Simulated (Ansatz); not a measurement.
**Sampling a charged cell: V_N in Si3N4 (P6_3/m)**

Aim: the (+1/0) level of V_N in Si3N4 (P6_3/m) as a function of the k-point sampling, with the cost of each choice. The model is a cell of 126 host atoms with 1 N taken out; the atoms are relaxed once and then held.

Main program and level: Ansatz 0.2.0; plane-wave PAW DFT; relaxations with PBEsol, then single points with PBEsol, on supercells at fixed charge in a uniform background.

## (1) Set-up

The cell holds 125 atoms: 54 Si and 71 N. Its edges and angles: a = 13.206 Å, b = 13.206 Å, c = 8.731 Å, α = 90.0°, β = 90.0°, γ = 120.0°. It derives from Si3N4 (space group P6_3/m). Nearest the centre at fractional (0.576, 0.453, 0.583): Si59 at 1.74 Å, Si100 at 1.74 Å, Si56 at 1.74 Å, N62 at 2.78 Å, N81 at 2.82 Å, N122 at 2.82 Å, N74 at 2.82 Å, N115 at 2.82 Å. The cell carries charge +1.

The host's dielectric constants go in as inputs: (4.29, 4.29, 4.37) for the electrons alone, (8.29, 8.29, 8.24) with the ions, computed on the host (DFPT, PBEsol).

The cell's shortest repeat is 8.7 Å.

## (2) Relaxing both charge states, PBEsol

The study needs fixed structures, so each charge is relaxed once, at one point at (¼, ¼, ¼), from small random displacements that break the symmetry of the site.

Contents of qp1.relax/input.yaml:

```yaml
crystal:
  lattice:
    - [11.43668587, 6.60297367, 0.0]
    - [-11.43668587, 6.60297367, 0.0]
    - [0.0, 0.0, 2.91025578]
  atoms:
    - { symbol: Si, position: [0.0195, 0.806555, 0.75] }
    - { symbol: Si, position: [0.352834, 0.473222, 0.75] }
    - { symbol: Si, position: [0.686167, 0.139889, 0.75] }
    - { symbol: Si, position: [0.212945, 0.0195, 0.25] }
    - { symbol: Si, position: [0.546278, 0.686167, 0.25] }
    - { symbol: Si, position: [0.879612, 0.352834, 0.25] }
    - { symbol: Si, position: [0.139889, 0.453722, 0.25] }
    - { symbol: Si, position: [0.473222, 0.120388, 0.25] }
    - { symbol: Si, position: [0.806555, 0.787055, 0.25] }
    - { symbol: Si, position: [0.193445, 0.212945, 0.75] }
    - { symbol: Si, position: [0.526778, 0.879612, 0.75] }
    - { symbol: Si, position: [0.860111, 0.546278, 0.75] }
    - { symbol: Si, position: [0.120388, 0.647166, 0.75] }
    - { symbol: Si, position: [0.453722, 0.313833, 0.75] }
    - { symbol: Si, position: [0.787055, 0.9805, 0.75] }
    - { symbol: Si, position: [0.313833, 0.860111, 0.25] }
    - { symbol: Si, position: [0.647166, 0.526778, 0.25] }
    - { symbol: Si, position: [0.9805, 0.193445, 0.25] }
    - { symbol: "N", position: [0.0, 0.666667, 0.75] }
    - { symbol: "N", position: [0.333333, 0.333333, 0.75] }
    - { symbol: "N", position: [0.666667, 0.0, 0.75] }
    - { symbol: "N", position: [0.0, 0.333333, 0.25] }
    - { symbol: "N", position: [0.333333, 0.0, 0.25] }
    - { symbol: "N", position: [0.666667, 0.666667, 0.25] }
    - { symbol: "N", position: [0.213458, 0.456533, 0.75] }
    - { symbol: "N", position: [0.546792, 0.123199, 0.75] }
    - { symbol: "N", position: [0.880125, 0.789866, 0.75] }
    - { symbol: "N", position: [0.090259, 0.880125, 0.25] }
    - { symbol: "N", position: [0.423592, 0.546792, 0.25] }
    - { symbol: "N", position: [0.756926, 0.213458, 0.25] }
    - { symbol: "N", position: [0.123199, 0.576408, 0.25] }
    - { symbol: "N", position: [0.456533, 0.243074, 0.25] }
    - { symbol: "N", position: [0.789866, 0.909741, 0.25] }
    - { symbol: "N", position: [0.210134, 0.090259, 0.75] }
    - { symbol: "N", position: [0.543467, 0.756926, 0.75] }
    - { symbol: "N", position: [0.876801, 0.423592, 0.75] }
    - { symbol: "N", position: [0.119875, 0.210134, 0.25] }
    - { symbol: "N", position: [0.453208, 0.876801, 0.25] }
    - { symbol: "N", position: [0.786542, 0.543467, 0.25] }
    - { symbol: "N", position: [0.243074, 0.786542, 0.75] }
    - { symbol: "N", position: [0.576408, 0.453208, 0.75] }
    - { symbol: "N", position: [0.909741, 0.119875, 0.75] }
  supercell: [1, 1, 3]
  defects: [{ vacancy: 82 }]
total_charge: 1
basis:
  ecutwfc: 420
  xc_grid: 2
hamiltonian:
  xc: pbesol
  pseudopotentials: { kind: paw, azcp: { folder: soft_1 }, xc_functional: pbe }
kpoints:
  mp_grid: { grid: [1, 1, 1], shift: [0.25, 0.25, 0.25] }
scf:
  occupations: { method: fixed }
  max_iter: 100
output:
  forces: true
  charged_corrections:
    epsilon: [4.29, 4.29, 4.37]
    static_epsilon: [8.29, 8.29, 8.24]
    defect_position: [0.576408, 0.453209, 0.583333]
relax:
  f_tol: 0.015
  max_steps: 60
  random_displacement: { amplitude: 0.04, seed: 4924 }
checkpoint:
  write: "../qp1.relax.run"
  compress: false
  write_wavefunctions: true
  write_every: 100000
```

Command:

```
$ ansatz run input.yaml --threads 32 --pin off --max-ram 84787MiB --backend cuda --events-out ev --progress --plain --runs-dir out --max-vram 78GiB
```

Numbers of over 12 decimals in the logs are rounded to 6 here.

Output:

```text
[... repeated set-up lines and file paths are left out, and long positions are rounded to six places ...]
Engine: ansatz 0.2.0, aarch64-unknown-linux-gnu
Pseudopotentials: kind: paw
Pseudopotential: Si, paw, valence charge 4, recommended cutoff 420 eV (normal), soft_1/Si.paw.azcp
Pseudopotential: N, paw, valence charge 5, recommended cutoff 420 eV (normal), soft_1/N.paw.azcp
Functional definition: PBEsol
  exchange = pbesol_x
  correlation = pbesol_c
[...]
Crystal: 125 atoms, lattice volume = 1318.628 Å³
Basis set: ecut = 420 eV, 25805 PW (Γ), exchange–correlation on 180×180×120 points (8 copies of the dense FFT grid, shifted against one another)
Bands: 410, of which v1, the nominal top of the filled ones, is band 285 counted from 1 (284 counted from 0)
Symmetry: 1 space group operations
k-points: 1
Non-local potential: Si, projectors of the file, l = 0: 2, l = 1: 2, l = 2: 1
Non-local potential: N, projectors of the file, l = 0: 2, l = 1: 2, l = 2: 1
PAW form: soft (Blöchl's): semilocal exchange-correlation on the pseudo side does not see the compensation charge
PAW frozen core: Si, regenerated for the run's functional, and the local potential with it (the file was generated under x = pbe(κ = 0.804, μ = 0.219515), c = pbe(β = 0.066725))
PAW frozen core: N, regenerated for the run's functional, and the local potential with it (the file was generated under x = pbe(κ = 0.804, μ = 0.219515), c = pbe(β = 0.066725))
PAW one-centre angular grid: Si, 110 points (default); XC on 64 Gauss nodes
PAW one-centre angular grid: N, 110 points (default); XC on 64 Gauss nodes
Initial density: superposition of atomic densities (chi_scale 0.1, normalization cell, long waves kept (reshape's long-wave potential 0.18 eV rms))
Initial wavefunctions: pseudopotential atomic-orbital guess
[...]
Functional: x = pbesol(κ = 0.804, μ = 0.123457), c = pbesol(β = 0.046)
SCF iter   1: F=—  HF=-60684.620983 eV  |Δ(HF+E_count)|=         —  Δρ=1.49e-1  dr2=3.09e2  Hψ=1626
preconditioner: auto → Resta (q_TF=auto, 2.372 Å⁻¹)  ε∞=3.5  [insulator: Δε(μ)=3.785 eV  Ē_g=15.314 eV  n_scr=282 (ndim 8)  ℏωp=24.4 eV  f_vac=0.009  ε∞_Penn≈3.5]
SCF iter   2: F=—  HF=-60590.868571 eV  |Δ(HF+E_count)|=    9.38e1  Δρ=4.83e-2  dr2=1.74e1  Hψ=927
[...]
SCF iter   9: F=-60587.060974 eV  HF=-60587.060970 eV  |Δ(HF+E_count)|=   1.80e-5  Δρ=1.79e-5  dr2=4.62e-6  Hψ=1515
SCF 1 converged in 9 iterations: F = -60587.060974 eV  dr2 = 4.62e-6
[...]
relax step   1: F+E_penalty+E_count = -60587.06097358 eV  Δ(F+E_penalty+E_count) = +0.000e0 eV  max|allowed force component| = 2.793e0 eV/Å  Δτ_max = 0.0000 Å  (9 SCF iters, dr2 threshold 5.63e-6 eV, accepted)
[...]
relax step   2: F+E_penalty+E_count = -60589.14517930 eV  Δ(F+E_penalty+E_count) = -2.084e0 eV  max|allowed force component| = 1.648e0 eV/Å  Δτ_max = 0.0578 Å  (5 SCF iters, dr2 threshold 1.00e-4 eV, accepted)
[...]
relax step   4: F+E_penalty+E_count = -60590.32537511 eV  Δ(F+E_penalty+E_count) = +1.654e-2 eV  max|allowed force component| = 4.150e-1 eV/Å  Δτ_max = 0.0740 Å  (6 SCF iters, dr2 threshold 3.06e-6 eV, rejected (line search))
[...]
relax step   6: F+E_penalty+E_count = -60590.35340762 eV  Δ(F+E_penalty+E_count) = -2.598e-3 eV  max|allowed force component| = 4.806e-2 eV/Å  Δτ_max = 0.0211 Å  (5 SCF iters, dr2 threshold 5.94e-7 eV, accepted)
[...]
relax step   8: F+E_penalty+E_count = -60590.35391872 eV  Δ(F+E_penalty+E_count) = -5.944e-5 eV  max|allowed force component| = 5.717e-3 eV/Å  Δτ_max = 0.0024 Å  (5 SCF iters, accepted)
[...]
NSCF: frozen V_eff on 1 k-points
[...]
SCF converged after 5 iterations
Free energy (F): -60590.353919 eV
Harris-Foulkes:  -60590.353919 eV  (|F-HF|=1.04e-9)
Internal energy: -60590.353919 eV  (E = F + TS)
E sigma→0 (E₀):  -60590.353919 eV
Fermi energy:    7.840991 eV
--- Per-component energies (eV) ---
  E_band       = 445.675654
  E_kinetic    = 11791.132910
  E_local      = -18284.800515  (includes V_loc(G=0)·N_el)
  E_nonlocal   = 3632.678487
  E_hartree    = 6459.377779
  E_xc         = -7299.929049
  E_vxc        = -8037.093420  (∫ρ·V_xc dr)
  E_paw        = -35669.203918  (= ΣΔE_a)
  E_vpaw       = -1575.059220  (= ΣTr[D̂ρ^β])
  E_aug_tail   = 0.063569  (compensation charges beyond the density's cutoff)
  E_ewald      = -21223.372475
  E_core_change = 3.699294  (= ΣΔE_core)
  E_smearing   = -0.000000  (= −TS)
  E_closure    = 0.000000  (closes the sum)
  E_deformation_potential = 16.194943  (in the stress; not in F)
  Σ components = -60590.353919   (vs F -60590.353919, Δ=0.00e0)
--- Forces (eV/Å), atoms counted from 1 ---
  atom   1  Si     0.00076394    -0.00065377     0.00038873
  atom   2  Si    -0.00051550    -0.00043620     0.00016050
  [... 4 atoms left out ...]
  [... 119 more lines of this table ...]
  max |Σ_I F_I| component: 4.62e-5 eV/Å
--- Charged-cell corrections in eV (Makov–Payne, q = +1.000 e, ε = [8.290, 8.290, 8.240]) ---
  F (periodic)     = -60590.353919  (uncorrected; the corrections below are reported, never added to it)
  E_corr1          = +0.218410  (monopole, q²α_M/2ε̄L, of the cell on which ε is isotropic)
  F Makov-Payne    = -60590.135509  (F + E_corr1; no measured alignment; for a localised charge, not one spread in a band: unchecked)
  no potential alignment in this run, which stands beside a crystal: run the host's input off ansatz write-host-input, and read the two finished runs by ansatz place-levels (neither reads a slab, a wire or a sheet, whose cell leaves a vacuum)
--- Band table (eV) ---
  k-point 0: bands = ["-9.8692", "-9.7145", "-9.6692", "-9.2450", "-9.1835", "-9.1594", "-9.0831", "-9.0415", "-8.8981", "-8.7871", [... rest cut ...]
--- Relaxed structure (8 steps of the walk, 7 accepted, 0 SCFs on fresh bases) ---
  F+E_penalty+E_count = -60590.35391872 eV   max|allowed force component| = 5.717e-3 eV/Å
  atoms:
    - { symbol: Si, position: [0.018994, 0.806563, 0.249992] }
    - { symbol: Si, position: [0.352933, 0.473220, 0.249649] }
    [... 4 atoms left out ...]
  [... 119 more lines of this table ...]
```

Wall time 8.8 s (1 × NVIDIA GB200 with 32 threads of Arm Neoverse V2, shared host); peak memory 1.6 GiB; 27 s of CPU time.

Relaxation path:

| step | energy less that of the first step (eV) | largest force component (eV/Å) |
| --- | --- | --- |
| 1 | 0.0000 | 2.7927 |
| 2 | -2.0842 | 1.6477 |
| 3 | -3.2809 | 0.2212 |
| 4 | -3.2644 | 0.4150 |
| 5 | -3.2898 | 0.0975 |
| 6 | -3.2924 | 0.0481 |
| 7 | -3.2929 | 0.0159 |
| 8 | -3.2929 | 0.0057 |

Relaxation step 4 was tried and not accepted.

The atoms that moved most (Å, from the sites as typed, ahead of the random displacement, the mean shift of all atoms taken out):

| atom | dx | dy | dz | length |
| --- | --- | --- | --- | --- |
| Si56 | 0.004 | -0.081 | 0.000 | 0.081 |
| N115 | 0.019 | 0.050 | -0.008 | 0.054 |
| N74 | 0.019 | 0.049 | 0.008 | 0.053 |
| N81 | 0.008 | -0.046 | 0.020 | 0.051 |
| N122 | 0.008 | -0.046 | -0.020 | 0.050 |
| N76 | 0.010 | 0.035 | 0.000 | 0.036 |
| N62 | -0.007 | 0.030 | 0.000 | 0.031 |
| Si44 | -0.028 | 0.011 | 0.000 | 0.030 |

The atoms nearest to the centre after the run:

| atom | distance (Å) |
| --- | --- |
| Si100 | 1.728 |
| Si59 | 1.730 |
| Si56 | 1.819 |
| N62 | 2.757 |
| N122 | 2.778 |
| N115 | 2.778 |
| N81 | 2.779 |
| N74 | 2.780 |
| N107 | 2.835 |
| N66 | 2.837 |

| charge | moment set (μB) | steps | largest displacement (Å) | time |
| --- | --- | --- | --- | --- |
| 0 | 1 | 14 | 0.22 | 18 s |
| +1 | 0 | 8 | 0.08 | 8.8 s |

The relaxation ends 26 meV an atom lower than the displaced start, with a largest force component of 0.0057 eV/Å.

## (3) First setting: the zone centre alone

The defect state overlaps with its images and forms a narrow band, so the k-points decide which part of that band enters the energy. A point off the zone centre usually averages it better, but needs complex orbitals and more time.

Contents of qp1.kg/input.yaml:

```yaml
crystal:
  checkpoint: "../qp1.relax.run"
  host: checkpoint
total_charge: 1
basis:
  ecutwfc: 420
  xc_grid: 2
hamiltonian:
  xc: pbesol
  pseudopotentials: { kind: paw, azcp: { folder: soft_1 }, xc_functional: pbe }
kpoints:
  mp_grid: { grid: [1, 1, 1] }
scf:
  occupations: { method: fixed }
  max_iter: 100
output:
  forces: true
  charged_corrections:
    epsilon: [4.29, 4.29, 4.37]
    static_epsilon: [8.29, 8.29, 8.24]
    defect_position: [0.576408, 0.453209, 0.583333]
  eigenvalues: true
checkpoint:
  read: "../qp1.relax.run"
  write: "../qp1.kg.run"
  compress: false
  write_wavefunctions: false
  write_every: 100000
```

Output:

```text
[...]
crystal.checkpoint: the structure is that of <dir>, a `relax` run, at its step 8: its result, under pbesol at a charge of 1 e; 125 atoms read, 0 with a starting moment; crystal.structure_sha256 for this input is
[...]
device memory: the entry about to start is reckoned to put 4.3 GiB on a device that reports 182.5 GiB free (of which the cap on the GPU budget leaves the run 78.0 GiB)
GPU FFT provider: cuFFT
GPU libraries: cuBLAS 13.8.1, cuFFT 12.4.0, cuSOLVER 12.3.2
GPU matrix products: emulated (plane waves: as basis.precision tells), large ones in fixed point in workspaces of 1.00 GiB
Crystal: 125 atoms, lattice volume = 1318.628 Å³
Basis set: ecut = 420 eV, 25805 PW (Γ), exchange–correlation on 180×180×120 points (8 copies of the dense FFT grid, shifted against one another)
Bands: 410, of which v1, the nominal top of the filled ones, is band 285 counted from 1 (284 counted from 0)
[... 1 set-up line as in the run before ...]
[...]
k-points: 1
[...]
GPU buffer pool allocated for 486000 grid points (all kernels)
GPU transforms: local potential and band sums: pruned to the plane-wave sphere, on 90×90×60
[...]
iter 1 solved again at ethr=8.79e-6 eV; its pass at ethr=3.10e-3 eV (dr2=5.01e-2 eV) is discarded
[...]
SCF iter   7: F=-60587.770454 eV  HF=-60587.770454 eV  |Δ(HF+E_count)|=   1.31e-7  Δρ=1.85e-6  dr2=4.42e-8  Hψ=3134
SCF 1 converged in 7 iterations: F = -60587.770454 eV  dr2 = 4.42e-8
[...]
SCF converged after 7 iterations
Free energy (F): -60587.770454 eV
[...]
Internal energy: -60587.770454 eV  (E = F + TS)
E sigma→0 (E₀):  -60587.770454 eV
Fermi energy:    7.917173 eV
[...]
--- Forces (eV/Å), atoms counted from 1 ---
  atom   1  Si    -0.00136534     0.06094318     0.00256487
  atom   2  Si    -0.01545791     0.05795688     0.00783657
  [... 4 atoms left out ...]
  [... 119 more lines of this table ...]
  max |Σ_I F_I| component: 4.29e-5 eV/Å
[...]
F Makov-Payne    = n/a  (the rows are of the electrons' constant alone; ansatz place-levels tells what screens the charge)
[...]
--- Band table (eV) ---
[...]
```

The job ended after 1.6 s (1 × NVIDIA GB200 with 32 threads; peak memory 1.2 GiB).

Both charges and the host at this setting go to place-levels, which corrects for the image charge and aligns the potentials.

Contents of levels.kg.yaml:

```yaml
host:
  run: host.kg.run
states: [q0_M1.kg.run, qp1.kg.run]
geometry_from:
  q0_M1.kg.run: q0_M1.relax.run
  qp1.kg.run: qp1.relax.run
  host.kg.run: host.relax.run
chemical_potentials:
  "N":
    energy: -378.476431
    dataset: "<sha256 of the dataset>"
```

Command:

```
$ ansatz place-levels levels.kg.yaml -- --threads 32 --pin off --max-ram 84787MiB
```

Output:

```text
(+1/0) 1.811 eV above the valence edge, 2.356 eV under the conduction edge
formation energy of charge +1: +3.568 eV with the Fermi level at the valence edge
formation energy of charge 0: +5.380 eV with the Fermi level at the valence edge
  edges by pbesol, gap 4.168 eV; the host is sampled to repeats of 8.73 Å
  the defect's cells are sampled to repeats of 8.73 Å, like sampling
  charge +1: -60587.6364 eV with its correction of +0.134 eV, at epsilon [8.29, 8.29, 8.24], aligned at sites: -0.0843 eV, mean over 93 atomic sites at or beyond 4.37 Å from the defect at [0.5764, 0.4532, 0.5833], with +0.002945 for the charge's moments and [...]
  charge 0: +0.000 eV for its dipole among its images, +0.000 omitted
  of states[1] (qp1.kg.run): how wide its charge is, is not read beside other atoms or cores, and a band state would take no correction. [...]
  of states[0] (q0_M1.kg.run): its only k-point is the zone centre, where a defect's energies can be off by tenths of an eV or more: see "From the zone centre to a mesh" in the quickstart
```

Elapsed: 0.22 s, on 32 threads.

At this setting the gap is 4.168 eV and (+1/0) lies 1.811 eV above the valence top.

## (4) The other settings

In the defect's inputs only the studied keys change. One input of each further setting:

qp1.kq/input.yaml, as its differences from qp1.kg/input.yaml of step 3:

```diff
@@ -11,3 +11,3 @@
 kpoints:
-  mp_grid: { grid: [1, 1, 1] }
+  mp_grid: { grid: [1, 1, 1], shift: [0.25, 0.25, 0.25] }
 scf:
@@ -24,3 +24,3 @@
   read: "../qp1.relax.run"
-  write: "../qp1.kg.run"
+  write: "../qp1.kq.run"
   compress: false
```

qp1.km0/input.yaml, as its differences from qp1.kq/input.yaml of step 4:

```diff
@@ -11,3 +11,3 @@
 kpoints:
-  mp_grid: { grid: [1, 1, 1], shift: [0.25, 0.25, 0.25] }
+  mp_grid: { grid: [2, 2, 2] }
 scf:
@@ -24,3 +24,3 @@
   read: "../qp1.relax.run"
-  write: "../qp1.kq.run"
+  write: "../qp1.km0.run"
   compress: false
```

qp1.kms/input.yaml, as its differences from qp1.km0/input.yaml of step 4:

```diff
@@ -11,3 +11,3 @@
 kpoints:
-  mp_grid: { grid: [2, 2, 2] }
+  mp_grid: { grid: [2, 2, 2], shift: [0.5, 0.5, 0.5] }
 scf:
@@ -24,3 +24,3 @@
   read: "../qp1.relax.run"
-  write: "../qp1.km0.run"
+  write: "../qp1.kms.run"
   compress: false
```

qp1.km3/input.yaml, as its differences from qp1.kms/input.yaml of step 4:

```diff
@@ -11,3 +11,3 @@
 kpoints:
-  mp_grid: { grid: [2, 2, 2], shift: [0.5, 0.5, 0.5] }
+  mp_grid: { grid: [3, 3, 3] }
 scf:
@@ -24,3 +24,3 @@
   read: "../qp1.relax.run"
-  write: "../qp1.kms.run"
+  write: "../qp1.km3.run"
   compress: false
```

qp1.km4/input.yaml, as its differences from qp1.km3/input.yaml of step 4:

```diff
@@ -11,3 +11,3 @@
 kpoints:
-  mp_grid: { grid: [3, 3, 3] }
+  mp_grid: { grid: [4, 4, 4], shift: [0.5, 0.5, 0.5] }
 scf:
@@ -24,3 +24,3 @@
   read: "../qp1.relax.run"
-  write: "../qp1.km3.run"
+  write: "../qp1.km4.run"
   compress: false
```

## (5) Result against cost

Times of the states on 1 × NVIDIA GB200 with 32 threads of Arm Neoverse V2, shared host; the host is run again at each setting:

| k-point sampling | gap (eV) | (+1/0) above the valence top (eV) | under the conduction bottom (eV) | level less that at a 4×4×4 shifted mesh (meV) | time, both charge states | time, host and placing | peak memory of a state (GiB) |
| --- | --- | --- | --- | --- | --- | --- | --- |
| the zone centre alone | 4.168 | 1.811 | 2.356 | 172 | 4.3 s | 7 s | 1.2 |
| one point at (¼, ¼, ¼) * | 4.186 | 1.643 | 2.544 | 4 | 4 s | 20 s | 1.6 |
| a 2×2×2 Γ-centred mesh | 4.186 | 1.636 | 2.550 | -3 | 7.2 s | 8.3 s | 1.5 |
| a 2×2×2 shifted mesh | 4.187 | 1.643 | 2.544 | 4 | 6.9 s | 14 s | 1.4 |
| a 3×3×3 Γ-centred mesh | 4.186 | 1.639 | 2.547 | 0 | 13 s | 7.8 s | 1.9 |
| a 4×4×4 shifted mesh | 4.186 | 1.639 | 2.547 | 0 | 26 s | 15 s | 2.3 |

* started from the relaxation's converged state in the same settings, so its time is no fair cost.

## (6) Outcome

```json
{
  "(plus 1/0) level, the zone centre alone": "1.81 eV",
  "(plus 1/0) level, one point at (¼, ¼, ¼)": "1.64 eV",
  "(plus 1/0) level, a 2×2×2 Γ-centred mesh": "1.64 eV",
  "(plus 1/0) level, a 2×2×2 shifted mesh": "1.64 eV",
  "(plus 1/0) level, a 3×3×3 Γ-centred mesh": "1.64 eV",
  "(plus 1/0) level, a 4×4×4 shifted mesh": "1.64 eV"
}
```

**Reading.** Over the settings in the table the level spans 0.175 eV; one point at (¼, ¼, ¼), a 2×2×2 Γ-centred mesh, a 2×2×2 shifted mesh and a 3×3×3 Γ-centred mesh lie within 0.02 eV of the reference (a 4×4×4 shifted mesh, 1.64 eV). The largest miss of the level above the valence top is 172 meV, with the zone centre alone. Only the charges 0 and +1 were run, each from one start, so (+1/0) need not be a change between stable states. Keep in mind: the images are only 8.7 Å apart; PBEsol makes the gap too small and tends to spread out bound carriers.

[Logs are printed without paths, hosts, clocks, repeated set-up lines and the standing remarks that a program may print on its own settings, such as how far it seeks lower states.]

[Hosts, paths, dates, database ids (printed as entryN), source tags and the programs' standing remarks are cut or masked in the printed files.]

[Where a table of states has a column of steps, it counts the stored structures, which are thinned; the runs took as many ionic steps or more.]

[For some hosts the program warned that the k-mesh of the response run may be too coarse for force constants and the static dielectric constant; such warnings are not shown here.]
